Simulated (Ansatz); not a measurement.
This script for a comparison of magnetic orders of MnS, space group Pm-3m with Ansatz 0.2.0, Python API holds a mistake.

`orders_mns.py`
```python
"""Ferro, antiferro and non-magnetic states of MnS."""

import ansatz as az
import numpy as np


def count_gap(report):
    # lowest empty less highest filled band, counting bands; zero where they overlap
    return max(report.get("gap_by_band_count_ev") or 0.0, 0.0)

CELL = [
    [3.09904, 0.0, 0.0],
    [0.0, 6.19808, 0.0],
    [0.0, 0.0, 3.09904],
]
ATOMS = [
    ("Mn", [0.5, 0.25, 0.5]),
    ("S", [0.0, 0.0, 0.0]),
    ("Mn", [0.5, 0.75, 0.5]),
    ("S", [0.0, 0.5, 0.0]),
]


def magnet(moments):
    crystal = az.Crystal(lattice=az.Lattice.of(CELL))
    for (symbol, position), moment in zip(ATOMS, moments):
        crystal = crystal.atom(symbol, position, moment=moment or None)
    return crystal

# starting moments in muB, one an atom
orders = {
    "FM": [4.8, 0, 4.8, 0],
    "AFM": [4.8, 0, -4.8, 0],
}

rows = []
for label, moments in orders.items():
    job = (
        magnet(moments).calculation()
        .functional("pbesol")
        .basis(35)
        .occupations(az.OccupationsMethod.FERMI_DIRAC)
        .kpoints(10, 5, 10, center="gamma")
        .scf(max_iterations=50)
        .spin("collinear")
        .band_table()
    )
    r = job.run(threads=1, pin="off").report
    rows.append((label, r["free_energy_ev"], r["magnetization_mub"], r["absolute_magnetization_mub"], max(abs(m) for m in r["site_moments_mub"]), count_gap(r)))
    print(label, "site moments:", [round(m, 2) for m in r["site_moments_mub"]])

lowest = min(row[1] for row in rows)
rows = [(row[0], 1000 * (row[1] - lowest) / 2, *row[2:]) for row in sorted(rows, key=lambda row: row[1])]
print("         order  meV/magnetic atom         net muB    absolute muB  largest site muB  gap by band count eV")
for row in rows:
    print(f"{str(row[0]):>14s}  {row[1]:17.2f}  {row[2]:14.3f}  {row[3]:14.3f}  {row[4]:16.3f}  {row[5]:20.3f}")
print("lowest of these starts:", rows[0][0])
```

```console
$ python orders_mns.py
Traceback (most recent call last):
  File "orders_mns.py", line 48, in <module>
    r = job.run(threads=1, pin="off").report
        ~~~~~~~^^^^^^^^^^^^^^^^^^^^^^
  ...
ansatz.RefusalError: inconsistent input (basis.ecutwfc, kpoints): the smallest per-k basis holds n_pw = 20 plane waves (k-point 60, counted from 0 among those solved) but the deck needs at least 26 band(s) per channel, and no run solves more bands than the smallest per-k basis has plane waves; raise basis.ecutwfc until the smallest per-k basis, which caps the automatic band count, holds at least 26 plane waves
$ echo $?
1
```
(Library frames cut from the traceback.)

Find the fault and give the corrected script.

The fault: a cutoff meant in rydberg is read as eV, so the basis is far too small. The correction:

`orders_mns.py`
```python
"""Ferro, antiferro and non-magnetic states of MnS."""

import ansatz as az
import numpy as np


def count_gap(report):
    # lowest empty less highest filled band, counting bands; zero where they overlap
    return max(report.get("gap_by_band_count_ev") or 0.0, 0.0)

CELL = [
    [3.09904, 0.0, 0.0],
    [0.0, 6.19808, 0.0],
    [0.0, 0.0, 3.09904],
]
ATOMS = [
    ("Mn", [0.5, 0.25, 0.5]),
    ("S", [0.0, 0.0, 0.0]),
    ("Mn", [0.5, 0.75, 0.5]),
    ("S", [0.0, 0.5, 0.0]),
]


def magnet(moments):
    crystal = az.Crystal(lattice=az.Lattice.of(CELL))
    for (symbol, position), moment in zip(ATOMS, moments):
        crystal = crystal.atom(symbol, position, moment=moment or None)
    return crystal

# starting moments in muB, one an atom
orders = {
    "FM": [4.8, 0, 4.8, 0],
    "AFM": [4.8, 0, -4.8, 0],
}

rows = []
for label, moments in orders.items():
    job = (
        magnet(moments).calculation()
        .functional("pbesol")
        .basis(470)
        .occupations(az.OccupationsMethod.FERMI_DIRAC)
        .kpoints(10, 5, 10, center="gamma")
        .scf(max_iterations=50)
        .spin("collinear")
        .band_table()
    )
    r = job.run(threads=1, pin="off").report
    rows.append((label, r["free_energy_ev"], r["magnetization_mub"], r["absolute_magnetization_mub"], max(abs(m) for m in r["site_moments_mub"]), count_gap(r)))
    print(label, "site moments:", [round(m, 2) for m in r["site_moments_mub"]])

lowest = min(row[1] for row in rows)
rows = [(row[0], 1000 * (row[1] - lowest) / 2, *row[2:]) for row in sorted(rows, key=lambda row: row[1])]
print("         order  meV/magnetic atom         net muB    absolute muB  largest site muB  gap by band count eV")
for row in rows:
    print(f"{str(row[0]):>14s}  {row[1]:17.2f}  {row[2]:14.3f}  {row[3]:14.3f}  {row[4]:16.3f}  {row[5]:20.3f}")
print("lowest of these starts:", rows[0][0])
```

With that change:

Running `python orders_mns.py` prints:
```text
FM site moments: [3.35, -0.12, 3.35, -0.12]
AFM site moments: [3.69, 0.0, -3.69, 0.0]
         order  meV/magnetic atom         net muB    absolute muB  largest site muB  gap by band count eV
           AFM               0.00          -0.000           7.807             3.686                 0.000
            FM             124.54           6.730           7.261             3.349                 0.000
lowest of these starts: AFM
```

What to keep in mind:
- Other magnetic orders than the one started from may lie lower.
- The mesh is modest for a metal, so energies can be off by several to tens of meV an atom and pressures by half a GPa or more; differences at equal mesh fare better.
- A gap by band count of zero or less means overlapping bands, a metal.
- With one magnetic atom the cell can hold only ferromagnetic order.
- Without a Hubbard U or exact exchange, semilocal functionals often make such 3d compounds metallic or too weakly gapped.
- This cell is a computed structure, which may not be the phase found in nature.
- Gaps and levels are Kohn-Sham values on a finite set of k-points.
- Each row is the state reached from that start at the given structure, not necessarily the lowest of its order; other orders weren't tried.
- The whole script took 42 s on 1 thread of Arm Neoverse V2, on a shared host, peak memory 0.58 GiB.
